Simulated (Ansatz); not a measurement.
CsCl:
```
CsCl
1.0
    4.20610     0.00000     0.00000
    0.00000     4.20610     0.00000
    0.00000     0.00000     4.20610
Cs Cl
1 1
Direct
  0.00000   0.00000   0.00000
  0.50000   0.50000   0.50000
```

Relaxed with PBE. Special points in fractions of this cell's reciprocal vectors: Γ (0.000, 0.000, 0.000); X (0.000, 0.500, 0.000); M (0.500, 0.500, 0.000); R (0.500, 0.500, 0.500).

### Question
List the band energies nearest the valence-band maximum at these points for PBE in the plane-wave PAW code Ansatz.

### Answer
In eV from the valence-band maximum; about four levels below and three above (degenerate sets whole), none deeper than 8.9 eV; points with the same levels are listed once.

```tsv
k	below	above
Γ	-5.98 -5.98 -5.98 0.00 0.00 0.00	5.01 5.45 5.45
X	-5.87 -5.87 -1.05 -0.18 -0.18	6.39 7.33 8.50
M	-5.79 -0.41 -0.41 -0.03	5.89 5.97 7.90 7.90
R	-6.44 -6.44 -6.44 -0.95 -0.95 -0.95	8.24 8.24 8.24
```

Space group Pm-3m (CsCl type). Symmetry was held in the PBE relaxation. Spin–orbit coupling is left out wherever it is not named.

Potentials: the later of the program's two PAW sets.
